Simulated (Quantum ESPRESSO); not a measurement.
WS2 under changes of volume

One of the cells (17.744 Å³/atom); the others are scaled copies at fixed shape and fractional positions:

```
W S
1.0
     1.57900    0.91164    6.16333
    -1.57900    0.91164    6.16333
     0.00000   -1.82327    6.16333
W S
1 2
Direct
  0.00000 0.00000 0.00000
  0.58100 0.58100 0.58100
  0.75030 0.75030 0.75030
```

Measurements of this composition are mostly on another form, of space group No. 194.

- Program: Quantum ESPRESSO 7.5
- Functional: PBEsol
- Potentials or basis: GBRV 1.5 PBEsol
- Cutoff: 762 eV
- Density cutoff: 6095 eV
- k mesh: 10 × 10 × 10
- Occupations: fermi-dirac, width 0.05 eV
- Spin: no spin polarisation

```csv
volume (Å³/atom),energy over the lowest point (meV/atom),pressure (GPa),gap on the mesh (eV)
16.679,?,?,?
17.034,14.22,7.1,0.97
17.389,2.95,3.1,1.00
17.744,0.00,-0.4,1.02
18.099,4.51,-3.6,1.04
18.454,15.71,-6.5,1.06
18.809,32.92,-9.0,1.07
```

Problem. What does the run at 16.679 Å³/atom give?

Solution. Energy over the lowest point 34.74 meV/atom; pressure 11.5 GPa; gap on the mesh 0.94 eV.

Worked out: A Birch-Murnaghan fit of order 3 (a polynomial in V^(-2/3)) to the other rows has its minimum at 17.70 Å³/atom with B0 = V·E''(V) = 170 GPa and B' = 4.4 at fixed shape and positions, which overstates the stiffness. It gives 34.77 meV/atom at 16.679 Å³/atom, against the run's 34.74, and -dE/dV = 11.5 GPa, against 11.5. A straight line through the other rows of the gap, of slope 1.01 eV per unit of ln V, extrapolates to 0.95 eV, against the run's 0.94.

Energies are extrapolated to zero smearing.

Caveats: spin-orbit coupling is left out, which moves the levels of the heavy elements.

A mesh can miss the band edges.
